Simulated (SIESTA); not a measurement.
# SrO under changes of volume

One of the cells (16.995 Å³/atom); the others are scaled copies at fixed shape and fractional positions:

```
Sr O
1.0
     3.55329    0.00000    0.00000
    -1.77664    3.07724    0.00000
     0.00000    0.00000    6.21730
Sr O
2 2
Direct
  0.66667 0.33333 0.75000
  0.33333 0.66667 0.25000
  0.00000 0.00000 0.50000
  0.00000 0.00000 0.00000
```

Measurements of this composition are mostly on another form, of space group No. 225.

| Property | Result |
| --- | --- |
| Program | SIESTA 5.4.2 |
| Functional | PBEsol |
| Potentials or basis | PseudoDojo 0.4 standard (PBEsol files) |
| Basis | DZP (energy shift 0.003 Ry; two zetas on semicore shells; d shell added on Sr) |
| Grid cutoff | 800 Ry |
| Energy shift | 0.003 Ry |
| k mesh | 9 × 9 × 5 |
| Occupations | fermi-dirac, width 0.05 eV |
| Spin | no spin polarisation |

| volume (Å³/atom) | energy over the lowest point (meV/atom) | pressure (GPa) | gap on the mesh (eV) |
| --- | --- | --- | --- |
| 15.976 | ? | ? | ? |
| 16.316 | 1.91 | 2.0 | 2.96 |
| 16.656 | 0.00 | -0.1 | 2.96 |
| 16.995 | 2.19 | -1.9 | 2.96 |
| 17.335 | 8.11 | -3.6 | 2.93 |
| 17.675 | 17.40 | -5.1 | 2.82 |
| 18.015 | 29.59 | -6.4 | 2.72 |

Question: What does the run at 15.976 Å³/atom give?

Answer: Energy over the lowest point 8.40 meV/atom; pressure 4.2 GPa; gap on the mesh 2.96 eV.

Worked out: A Birch-Murnaghan fit of order 3 (a polynomial in V^(-2/3)) to the other rows has its minimum at 16.64 Å³/atom with B0 = V·E''(V) = 96 GPa and B' = 4.5 at fixed shape and positions, which overstates the stiffness. It gives 8.50 meV/atom at 15.976 Å³/atom, against the run's 8.40, and -dE/dV = 4.3 GPa, against 4.2. A parabola through the other rows of the gap, of slope 3.83 eV per unit of ln V there, extrapolates to 2.89 eV, against the run's 2.96. The fit is too stiff a form for this range.

Energies are extrapolated to zero smearing.

Caveats: an odd mesh through Γ misses points on the zone boundary, where band edges often lie; the basis of atomic orbitals isn't converged, which shifts pressures, moduli and gaps. Spin-orbit coupling on Sr is left out.
